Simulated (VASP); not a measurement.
Wanted: the native input for a VASP 6.6.1 run.

```
Task                   : band structure
Functional             : PBE
Potentials or basis    : VASP PAW PBE potentials, release 64 (Al, N)
Cutoff                 : 520 eV
k mesh                 : 3 × 3 × 1
Occupations            : gaussian, width 0.02 eV
Spin                   : no spin polarisation
Further INCAR settings : ALGO = Normal; EDIFF = 1e-07
```

The structure of AlN lies in POSCAR:

```
AlN                                     
1.0
    3.1518082879      0.0000000000      0.0000000000
   -1.5759041440      2.7295460431      0.0000000000
    0.0000000000      0.0000000000      4.9339071426
  Al              N             
     2     2
Direct
     0.3333333300000021    0.6666666699999979    0.9961855878091868
     0.6666666699999979    0.3333333300000021    0.4961855878091868
     0.3333333300000021    0.6666666699999979    0.3838144121908158
     0.6666666699999979    0.3333333300000021    0.8838144121908158
```

One way to write it, as run:

INCAR

```
  ALGO = Normal
  EDIFF = 1E-7
  ENCUT = 520
  GGA = PE
  ISIF = 2
  ISMEAR = 0
  LASPH = True
  LCHARG = False
  LREAL = False
  LWAVE = False
  NELM = 80
  PREC = Accurate
  SIGMA = 0.02
```

KPOINTS

```
k-points
0
Gamma
  3 3 1
```

KPOINTS_OPT

```
path GMKGALHA,LM,KH
15
line-mode
reciprocal
 0.0000000000  0.0000000000  0.0000000000  G
 0.5000000000  0.0000000000  0.0000000000  M

 0.5000000000  0.0000000000  0.0000000000  M
 0.3333333333  0.3333333333  0.0000000000  K

 0.3333333333  0.3333333333  0.0000000000  K
 0.0000000000  0.0000000000  0.0000000000  G

 0.0000000000  0.0000000000  0.0000000000  G
 0.0000000000  0.0000000000  0.5000000000  A

 0.0000000000  0.0000000000  0.5000000000  A
 0.5000000000  0.0000000000  0.5000000000  L

 0.5000000000  0.0000000000  0.5000000000  L
 0.3333333333  0.3333333333  0.5000000000  H

 0.3333333333  0.3333333333  0.5000000000  H
 0.0000000000  0.0000000000  0.5000000000  A

 0.5000000000  0.0000000000  0.5000000000  L
 0.5000000000  0.0000000000  0.0000000000  M

 0.3333333333  0.3333333333  0.0000000000  K
 0.3333333333  0.3333333333  0.5000000000  H
```

Potentials or basis: VASP PAW PBE potentials, release 64 (Al, N).

Run with:

```bash
$ cat potpaw_PBE.64/Al/POTCAR potpaw_PBE.64/N/POTCAR > POTCAR
$ mpirun -np 1 vasp_std > vasp.out
```

Results of the run:

The pressure is 0.0 GPa, the band gap on the k mesh is 3.92 eV, direct and the band gap along the path is 3.92 eV, direct.

Caveat: the k mesh is coarse (spacing up to 1.27 Å⁻¹), so the values aren't converged.

Run time: 23 s on 1 thread of Intel(R) Xeon(R) Platinum 8488C (Sapphire Rapids), with other jobs on the host, peak memory 0.14 GiB.
